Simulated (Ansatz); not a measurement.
# Convergence notes, G0W0 on HfS₂ (CdI2 type)

HfS₂ in the CdI2 structure, relaxed with r2SCAN+rVV10; one-shot G0W0 in Ansatz without spin-orbit coupling. No spin polarisation and no zero-point or thermal motion.

```yaml
crystal:
  lattice:
    - [3.63030, 0.00000, 0.00000]
    - [-1.81515, 3.14393, 0.00000]
    - [0.00000, 0.00000, 5.87836]
  atoms:
    - { symbol: Hf, position: [0.00000, 0.00000, 0.00000] }
    - { symbol: S, position: [0.33333, 0.66667, 0.24463] }
    - { symbol: S, position: [0.66667, 0.33333, 0.75537] }
```

Gaps are read over the mesh points alone. G0W0 values are finite-basis, finite-mesh values.
```
 start       potentials      frequency model     mesh  empty bands  screening cutoff (eV)  Kohn-Sham gap (eV)  G0W0 gap (eV)
   PBE              PAW  contour deformation    6×6×4          152                    100                1.04           1.88
   PBE              PAW  contour deformation    6×6×4          367                    180                1.04           1.94
   PBE              PAW  contour deformation    6×6×4          713                    260                1.04           1.96
 HSE06              PAW  contour deformation    6×6×4          367                    180                1.87           2.33
r2SCAN              PAW  contour deformation    6×6×4          367                    180                1.36           2.15
  PBE0              PAW  contour deformation    6×6×4          367                    180                2.56           2.51
   PBE              PAW     Godby-Needs pole    6×6×4          367                    180                1.04           1.94
   PBE              PAW  contour deformation  12×12×4          109                     80                1.03           1.84
   PBE  norm-conserving  contour deformation    6×6×4          367                    180                1.07           1.97
```

G0W0 moves the gap on the mesh from 1.04 eV (PBE) to 1.96 eV (Γ to L). Renormalisation factors Z lie between 0.70 and 0.76.

Raising bands and cutoff together moves the gap by +0.06 eV (100 to 180 eV), then +0.02 eV (180 to 260 eV); the last step is small, which bounds nothing strictly. Starting from HSE06 (1.87 eV against PBE's 1.04 eV) gives 2.33 eV, +0.39 eV from G0W0@PBE at the same screening cutoff. Starting from r2SCAN (1.36 eV against PBE's 1.04 eV) gives 2.15 eV, +0.21 eV from G0W0@PBE at the same screening cutoff. Starting from PBE0 (2.56 eV against PBE's 1.04 eV) gives 2.51 eV, +0.57 eV from G0W0@PBE at the same screening cutoff. The Godby-Needs plasmon pole differs from contour deformation by 0.00 eV. Norm-conserving potentials (wave cutoff 789 eV against 420 eV) shift the quasiparticle gap by +0.03 eV and the PBE gap by +0.03 eV. r2SCAN runs take a wave cutoff of 500 eV.

The program warns that the k mesh is coarse for exact exchange in some of these runs, so their gaps aren't converged.
